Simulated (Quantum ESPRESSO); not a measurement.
This Quantum ESPRESSO 7.5 run on SnSe needs a look.

The input pw.in:

```
&CONTROL
  calculation = 'scf'
  prefix = 'pwscf'
  outdir = './tmp'
  pseudo_dir = './pseudo'
  tprnfor = .true.
  tstress = .true.
  disk_io = 'low'
/
&SYSTEM
  ibrav = 0
  nat = 2
  ntyp = 2
  ecutwfc = 36
  ecutrho = 216
  nbnd = 16
  occupations = 'smearing'
  smearing = 'fd'
  degauss = 0.00367493
  nspin = 2
  noncolin = .true.
/
&ELECTRONS
  conv_thr = 4d-10
  electron_maxstep = 100
  mixing_beta = 0.5
/
ATOMIC_SPECIES
Sn   118.7100 Sn.LDA_PW-JTH.UPF
Se    78.9710 Se.LDA_PW-JTH.UPF
CELL_PARAMETERS angstrom
   0.0000000000    3.0100000000    3.0100000000
   3.0100000000    0.0000000000    3.0100000000
   3.0100000000    3.0100000000    0.0000000000
ATOMIC_POSITIONS crystal
Sn    -0.0033820000    0.0026020000   -0.0039220000
Se     0.4965430000    0.5036970000    0.5028870000
K_POINTS automatic
7 7 7 0 0 0
```

Potentials or basis: JTH 2.0 LDA.

Run with:

```console
$ OMP_NUM_THREADS=1 pw.x -in pw.in > pw.out
```

pw.out:

```text
This program is part of the open-source Quantum ESPRESSO suite
     for quantum simulation of materials; please cite
         "P. Giannozzi et al., J. Phys.:Condens. Matter 21 395502 (2009);
         "P. Giannozzi et al., J. Phys.:Condens. Matter 29 465901 (2017);
         "P. Giannozzi et al., J. Chem. Phys. 152 154105 (2020);
     in publications or presentations arising from this work. More details at

 %%%%%%%%%%%%%%%%%%%%%%%%%%%%%%%%%%%%%%%%%%%%%%%%%%%%%%%%%%%%%%%%%%%%%%%%%%%%%%
     Error in routine iosys (1):
     noncolin .and. nspin==2 are conflicting flags
 %%%%%%%%%%%%%%%%%%%%%%%%%%%%%%%%%%%%%%%%%%%%%%%%%%%%%%%%%%%%%%%%%%%%%%%%%%%%%%

     stopping ...
```

Task: What happened, and what is wrong with the input?

Result: The input was rejected before any iteration. The input holds a flaw that was put in on purpose: collinear and non-collinear spin both asked (nspin = 2; noncolin = yes).
